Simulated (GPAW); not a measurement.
The system is CdS (Greenockite).

```
Cd S
1.0
     4.15000    0.00000    0.00000
    -2.07500    3.59401    0.00000
     0.00000    0.00000    6.73700
Cd S
2 2
Direct
  0.66667 0.33333 0.50000
  0.33333 0.66667 0.00000
  0.66667 0.33333 0.87500
  0.33333 0.66667 0.37500
```

```yaml
Program: GPAW 26.7.0
Task: relaxation of cell and atoms
Functional: TPSS
Dispersion: D4
Potentials_or_basis: GPAW PAW data sets (gpaw-data 1.2.1)
Cutoff: 600 eV
Basis: pw
k_mesh: 5 × 5 × 3
Occupations: fermi-dirac, width 0.05 eV
Spin: no spin polarisation
```

At the start: pressure -1.3 GPa; volume 25.12 Å³/atom.

Question: Where does the relaxation end?

Answer: Over 5 steps the energy falls by 2.3 meV/atom and the volume is 24.60 Å³/atom (-2.1 %); space group P6_3mc (No. 186, to 0.05 Å).

Step by step:
```
step  energy change (eV)  largest force (eV/Å)  pressure (GPa)  volume (Å³)
   1              0.0000                0.0706           -1.30       100.48
   2             -0.0019                0.0583           -1.18       100.26
   3             -0.0089                0.0362           -0.08        98.45
   4             -0.0090                0.0269           -0.10        98.48
   5             -0.0092                0.0010           -0.06        98.40
```

Final structure:
```
CELL_PARAMETERS angstrom
4.11979 0.00000 0.00000
-2.05989 3.56784 0.00000
0.00000 0.00000 6.69451
ATOMIC_POSITIONS crystal
Cd 0.66667 0.33333 0.49909
Cd 0.33333 0.66667 0.99909
S 0.66667 0.33333 0.87591
S 0.33333 0.66667 0.37591
```

Caveat: later steps reuse the first step's grids; the PAW data sets were made with another functional, which shifts forces and pressure a little.
